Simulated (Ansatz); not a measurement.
The system is AlNi3.

```
Ni Al
1.0
     3.52305    0.00000    0.00000
     0.00000    3.52305    0.00000
     0.00000    0.00000    3.52305
Ni Al
3 1
Direct
  0.50000 0.50000 0.00000
  0.50000 0.00000 0.50000
  0.00000 0.50000 0.50000
  0.00000 0.00000 0.00000
```

The cell is a database's computed one.

- Program: Ansatz 0.2.0
- Task: single point
- Functional: PBE
- Potentials or basis: Ansatz PAW
- Cutoff: 420 eV (not typed: the program's choice for these potentials)
- k mesh: 8 × 8 × 8
- Occupations: fermi-dirac, width 0.05 eV
- Spin: collinear spin, ferromagnetic start
- Starting moments: [1.0, 1.0, 1.0, 0.0] μB

On this cell: pressure 7.3 GPa; largest force zero by symmetry; net moment 0.70 μB per cell; site moments Ni +0.26; Al -0.02 μB; band gap on the k mesh none (metal or under the smearing width).

The same run follows on a disturbed copy (atoms moved at random, drawn with an rms of 0.05 Å):

```
Ni Al
1.0
     3.52305    0.00000    0.00000
     0.00000    3.52305    0.00000
     0.00000    0.00000    3.52305
Ni Al
3 1
Direct
  0.50269 0.49641 0.01358
  0.50059 0.00624 0.49795
  0.98379 0.49754 0.50453
  0.99986 0.99934 0.99802
```

Question: What does the disturbed cell give?

Answer: The energy (extrapolated to zero smearing) moves by +9.2 meV/atom; pressure 7.8 GPa; largest force 0.658 eV/Å; net moment 0.70 μB per cell; site moments Ni +0.26; Al -0.02 μB; band gap on the k mesh none (metal or under the smearing width).

Forces in eV/Å, atoms in the order of the input:
```
Ni  -0.392  0.230 -0.429
Ni  -0.319 -0.332  0.289
Ni   0.627  0.190  0.063
Al   0.084 -0.088  0.078
```

Stress tensor (GPa, compression positive):
```
 7.70  0.18  0.23
 0.18  7.85 -0.21
 0.23 -0.21  7.85
```
